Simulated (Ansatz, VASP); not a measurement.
## TiN (Osbornite): VASP beside Ansatz

File INCAR:

```
  PREC = Accurate
  ENCUT = 520
  EDIFF = 1E-6
  ISMEAR = 0
  SIGMA = 0.1
  LREAL = False
  LASPH = True
  NELM = 100
  ALGO = Fast
  ISIF = 2
  LWAVE = False
  LCHARG = True
  LDIPOL = True
  IDIPOL = 3
  DIPOL = 0.5 0.5 0.500
  GGA = PS
  LELF = True
  LVHAR = True
  LVACPOTAV = True
  NBANDS = 63
```

Contents of KPOINTS:

```
regular mesh
0
Gamma
  12 12 1
```

File POSCAR:

```
TiN
1.0
    2.9726293472      0.0000000000      0.0000000000
   -1.4863146736      2.5743725307      0.0000000000
    0.0000000000      0.0000000000     28.3492793409
N Ti
6 6
Direct
    0.3333333333      0.6666666667      0.2645569896
    0.0000000000      0.0000000000      0.3501726298
    0.6666666667      0.3333333333      0.4357882699
    0.3333333333      0.6666666667      0.5214039100
    0.0000000000      0.0000000000      0.6070195502
    0.6666666667      0.3333333333      0.6926351903
    0.6666666667      0.3333333333      0.3073648097
    0.3333333333      0.6666666667      0.3929804498
    0.0000000000      0.0000000000      0.4785960900
    0.6666666667      0.3333333333      0.5642117301
    0.3333333333      0.6666666667      0.6498273702
    0.0000000000      0.0000000000      0.7354430104
```

Input for Ansatz:

```yaml
crystal:
  lattice:
    - [2.9726293472, 0.0, 0.0]
    - [-1.4863146736, 2.5743725307, 0.0]
    - [0.0, 0.0, 28.3492793409]
  atoms:
    - { symbol: "N", position: [0.3333333333, 0.6666666667, 0.2645569896] }
    - { symbol: Ti, position: [0.6666666667, 0.3333333333, 0.3073648097] }
    - { symbol: "N", position: [0.0, 0.0, 0.3501726298] }
    - { symbol: Ti, position: [0.3333333333, 0.6666666667, 0.3929804498] }
    - { symbol: "N", position: [0.6666666667, 0.3333333333, 0.4357882699] }
    - { symbol: Ti, position: [0.0, 0.0, 0.47859609] }
    - { symbol: "N", position: [0.3333333333, 0.6666666667, 0.52140391] }
    - { symbol: Ti, position: [0.6666666667, 0.3333333333, 0.5642117301] }
    - { symbol: "N", position: [0.0, 0.0, 0.6070195502] }
    - { symbol: Ti, position: [0.3333333333, 0.6666666667, 0.6498273702] }
    - { symbol: "N", position: [0.6666666667, 0.3333333333, 0.6926351903] }
    - { symbol: Ti, position: [0.0, 0.0, 0.7354430104] }
basis:
  ecutwfc: 420
kpoints:
  mp_grid: { grid: [12, 12, 1] }
hamiltonian:
  xc: pbesol
scf:
  occupations: { method: gaussian, width: 0.1 }
output:
  forces: true
  stress: true
  eigenvalues: true
  write_density: true
  write_potential: true
  elf: true
  volumetric_format: npy
efield:
  axis: 3
  dipole_correction: true
```

Alike in both runs: task single point; functional PBEsol; k mesh 12 × 12 × 1; occupations gaussian, width 0.1 eV; no spin polarisation.

|  | VASP | Ansatz |
| --- | --- | --- |
| version | VASP 6.6.1 | Ansatz 0.2.0 |
| potentials or method | VASP PAW PBE potentials, release 64 (N, Ti_sv) | scalar-relativistic, plane waves, PAW |
| plane-wave cutoff (eV) | 520 | 420 |
| valence electrons in the cell | 102 | 102 |

VASP gave:

| Item | Value |
| --- | --- |
| gap on the k mesh at the Fermi level (eV) | none |
| rms of the force components (eV/Å) | 1.257 |
| work function, face that differs most (eV) | 8.12 |

Problem. Estimate Ansatz's values.

Solution. gap on the k mesh at the Fermi level (eV): none; rms of the force components (eV/Å): 1.261; work function, face that differs most (eV): 8.12.

A gap of «none» marks a metal or a gap that the smearing closes. The functional is the same, so the differences come from potentials, cutoffs and numerics. Ansatz warned: «vacuum_density_over_bound».

Caveats: the PAW data sets were made with another functional, which shifts forces and pressure a little (VASP).
